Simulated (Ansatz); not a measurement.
# VN: the cost of one run

Method: DFT PBEsol, scalar-relativistic, plane waves, PAW, in Ansatz 0.2.0.

1 further run of the same task is left out (it didn't finish).

**1. The starting structure**

It takes space group Fm-3m (No. 225, cubic). The conventional cell has a = 4.128 Å, b = 4.128 Å, c = 4.128 Å, α = 90.00°, β = 90.00°, γ = 90.00°. Around V (site symmetry m-3m) lie 6 N at 2.06 Å. N (site symmetry m-3m) has 6 V at 2.06 Å as nearest neighbours.

As a file:

```
CELL_PARAMETERS angstrom
0.00000 2.06400 2.06400
2.06400 0.00000 2.06400
2.06400 2.06400 0.00000
ATOMIC_POSITIONS crystal
V 0.00000 0.00000 0.00000
N 0.50000 0.50000 0.50000
```

The structure comes from the Crystallography Open Database.

**2. A first look at the start**

File input.yaml:

```yaml
crystal:
  lattice:
    - [0.0, 2.064, 2.064]
    - [2.064, 0.0, 2.064]
    - [2.064, 2.064, 0.0]
  atoms:
    - { symbol: V, position: [0.0, 0.0, 0.0], spin: 2.0 }
    - { symbol: "N", position: [0.5, 0.5, 0.5] }
basis:
  ecutwfc: 420
kpoints:
  mp_grid: { grid: [8, 8, 8] }
hamiltonian:
  xc: pbesol
scf:
  occupations: { method: gaussian, width: 0.1 }
  lower_state_search: "off"
output:
  forces: true
  stress: true
  eigenvalues: true
  populations: true
magnetization:
  spin_polarized: true
```

Launch:

```sh
$ ansatz run input.yaml --threads 1 --pin off --max-ram 1228MiB --backend cpu --events-out ev --progress --plain --runs-dir out
```

**Question.** How long does this run take on 1 thread of an Arm CPU, shared host, and how much memory does it need?

About 3.1 s, with a peak of 0.26 GiB.
